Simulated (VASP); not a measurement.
Write the native input for VASP 6.6.1 that does the following.

```
Task                   : single point
Functional             : r2SCAN
Potentials or basis    : VASP PAW PBE potentials, release 64 (Cs_sv)
Cutoff                 : 520 eV
k mesh                 : 6 × 6 × 6
Occupations            : gaussian, width 0.1 eV
Spin                   : no spin polarisation
Dipole correction      : no
Further INCAR settings : ALGO = Normal; EDIFF = 1e-07; NBANDS = 10
```

Cs:

```
CELL_PARAMETERS angstrom
-2.75008 2.75008 4.09724
2.75008 -2.75008 4.09724
2.75008 2.75008 -4.09724
ATOMIC_POSITIONS crystal
Cs 0.00000 0.00000 0.00000
```

This isn't the form of Cs at room conditions, which is bcc.

One way to write it, as run:

POSCAR

```
Cs
1.0
   -2.7500754600      2.7500754600      4.0972389800
    2.7500754600     -2.7500754600      4.0972389800
    2.7500754600      2.7500754600     -4.0972389800
Cs
1
Direct
    0.0000000000      0.0000000000      0.0000000000
```

INCAR.step1

```
SYSTEM = Cs
PREC = Accurate
ENCUT = 520
ISMEAR = 0
SIGMA = 0.1
LREAL = .FALSE.
LASPH = .TRUE.
NELM = 100
NBANDS = 10
GGA = PE
ALGO = Normal
EDIFF = 1E-4
LWAVE = .TRUE.
LCHARG = .FALSE.
```

INCAR.step2

```
SYSTEM = Cs
PREC = Accurate
ENCUT = 520
EDIFF = 1E-7
ISMEAR = 0
SIGMA = 0.1
LREAL = .FALSE.
LASPH = .TRUE.
NELM = 100
ALGO = Normal
ISIF = 2
LWAVE = .FALSE.
LCHARG = .FALSE.
METAGGA = R2SCAN
LMIXTAU = .TRUE.
NBANDS = 10
ISTART = 1
```

KPOINTS

```
Automatic mesh
0
G
  6 6 6
  0 0 0
```

Potentials or basis: VASP PAW PBE potentials, release 64 (Cs_sv).

The run is started by

```sh
$ cat potpaw_PBE.64/Cs_sv/POTCAR > POTCAR
$ cp INCAR.step1 INCAR
$ mpirun -np 1 vasp_std > vasp.out
$ cp INCAR.step2 INCAR
$ mpirun -np 1 vasp_std > vasp.out
```

It gave:

```
Pressure               : 0.0 GPa
Band gap on the k mesh : none (metal or under the smearing width)
```

Caveat: the PAW data sets were made with another functional, which shifts forces and pressure a little.

Wall time 94 s on 1 thread of Intel(R) Xeon(R) 6975P-C (Granite Rapids), on a shared host, peak memory 0.29 GiB.
